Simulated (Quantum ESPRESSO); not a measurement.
Here is a Quantum ESPRESSO 7.5 calculation.

File pw.in:

```
&CONTROL
  calculation = 'scf'
  prefix = 'pwscf'
  outdir = './tmp'
  pseudo_dir = './pseudo'
  tprnfor = .true.
  tstress = .true.
  disk_io = 'low'
/
&SYSTEM
  ibrav = 0
  nat = 2
  ntyp = 1
  ecutwfc = 84
  nbnd = 24
  occupations = 'smearing'
  smearing = 'fd'
  degauss = 0.00367493
/
&ELECTRONS
  conv_thr = 4d-10
  electron_maxstep = 120
  mixing_beta = 0.5
/
ATOMIC_SPECIES
Ru   101.0700 Ru.upf
CELL_PARAMETERS angstrom
   2.7058000000    0.0000000000    0.0000000000
  -1.3529000000    2.3432915376    0.0000000000
   0.0000000000    0.0000000000    4.2819000000
ATOMIC_POSITIONS crystal
Ru     0.6666666667    0.3333333333    0.7500000000
Ru     0.3333333333    0.6666666667    0.2500000000
K_POINTS automatic
11 11 6 0 0 0
```

The input bands.in:

```
&CONTROL
  calculation = 'bands'
  prefix = 'pwscf'
  outdir = './tmp'
  pseudo_dir = './pseudo'
  disk_io = 'low'
  verbosity = 'high'
/
&SYSTEM
  ibrav = 0
  nat = 2
  ntyp = 1
  ecutwfc = 84
  nbnd = 24
  occupations = 'smearing'
  smearing = 'fd'
  degauss = 0.00367493
/
&ELECTRONS
  conv_thr = 1d-08
  electron_maxstep = 120
  mixing_beta = 0.5
  diago_full_acc = .true.
/
ATOMIC_SPECIES
Ru   101.0700 Ru.upf
CELL_PARAMETERS angstrom
   2.7058000000    0.0000000000    0.0000000000
  -1.3529000000    2.3432915376    0.0000000000
   0.0000000000    0.0000000000    4.2819000000
ATOMIC_POSITIONS crystal
Ru     0.6666666667    0.3333333333    0.7500000000
Ru     0.3333333333    0.6666666667    0.2500000000
K_POINTS crystal
60
 0.0000000000  0.0000000000  0.0000000000 1
 0.0714285714  0.0000000000  0.0000000000 1
 0.1428571429  0.0000000000  0.0000000000 1
 0.2142857143  0.0000000000  0.0000000000 1
 0.2857142857  0.0000000000  0.0000000000 1
 0.3571428571  0.0000000000  0.0000000000 1
 0.4285714286  0.0000000000  0.0000000000 1
 0.5000000000  0.0000000000  0.0000000000 1
 0.4583333333  0.0833333333  0.0000000000 1
 0.4166666667  0.1666666667  0.0000000000 1
 0.3750000000  0.2500000000  0.0000000000 1
 0.3333333333  0.3333333333  0.0000000000 1
 0.2962962963  0.2962962963  0.0000000000 1
 0.2592592593  0.2592592593  0.0000000000 1
 0.2222222222  0.2222222222  0.0000000000 1
 0.1851851852  0.1851851852  0.0000000000 1
 0.1481481481  0.1481481481  0.0000000000 1
 0.1111111111  0.1111111111  0.0000000000 1
 0.0740740741  0.0740740741  0.0000000000 1
 0.0370370370  0.0370370370  0.0000000000 1
 0.0000000000  0.0000000000  0.0000000000 1
 0.0000000000  0.0000000000  0.1250000000 1
 0.0000000000  0.0000000000  0.2500000000 1
 0.0000000000  0.0000000000  0.3750000000 1
 0.0000000000  0.0000000000  0.5000000000 1
 0.0625000000  0.0000000000  0.5000000000 1
 0.1250000000  0.0000000000  0.5000000000 1
 0.1875000000  0.0000000000  0.5000000000 1
 0.2500000000  0.0000000000  0.5000000000 1
 0.3125000000  0.0000000000  0.5000000000 1
 0.3750000000  0.0000000000  0.5000000000 1
 0.4375000000  0.0000000000  0.5000000000 1
 0.5000000000  0.0000000000  0.5000000000 1
 0.4666666667  0.0666666667  0.5000000000 1
 0.4333333333  0.1333333333  0.5000000000 1
 0.4000000000  0.2000000000  0.5000000000 1
 0.3666666667  0.2666666667  0.5000000000 1
 0.3333333333  0.3333333333  0.5000000000 1
 0.3030303030  0.3030303030  0.5000000000 1
 0.2727272727  0.2727272727  0.5000000000 1
 0.2424242424  0.2424242424  0.5000000000 1
 0.2121212121  0.2121212121  0.5000000000 1
 0.1818181818  0.1818181818  0.5000000000 1
 0.1515151515  0.1515151515  0.5000000000 1
 0.1212121212  0.1212121212  0.5000000000 1
 0.0909090909  0.0909090909  0.5000000000 1
 0.0606060606  0.0606060606  0.5000000000 1
 0.0303030303  0.0303030303  0.5000000000 1
 0.0000000000  0.0000000000  0.5000000000 1
 0.5000000000  0.0000000000  0.5000000000 1
 0.5000000000  0.0000000000  0.4000000000 1
 0.5000000000  0.0000000000  0.3000000000 1
 0.5000000000  0.0000000000  0.2000000000 1
 0.5000000000  0.0000000000  0.1000000000 1
 0.5000000000  0.0000000000  0.0000000000 1
 0.3333333333  0.3333333333  0.0000000000 1
 0.3333333333  0.3333333333  0.1250000000 1
 0.3333333333  0.3333333333  0.2500000000 1
 0.3333333333  0.3333333333  0.3750000000 1
 0.3333333333  0.3333333333  0.5000000000 1
```

Potentials or basis: PseudoDojo 0.4.1 SR PBE standard.

Launch:

```console
$ OMP_NUM_THREADS=1 pw.x -in pw.in > pw.out
$ OMP_NUM_THREADS=1 pw.x -in bands.in > bands.out
```

(1) What does it give for the pressure?

(2) Estimate the band gap on the k mesh.

## Answers

(1) 5.1 GPa.

(2) none (metal or under the smearing width).
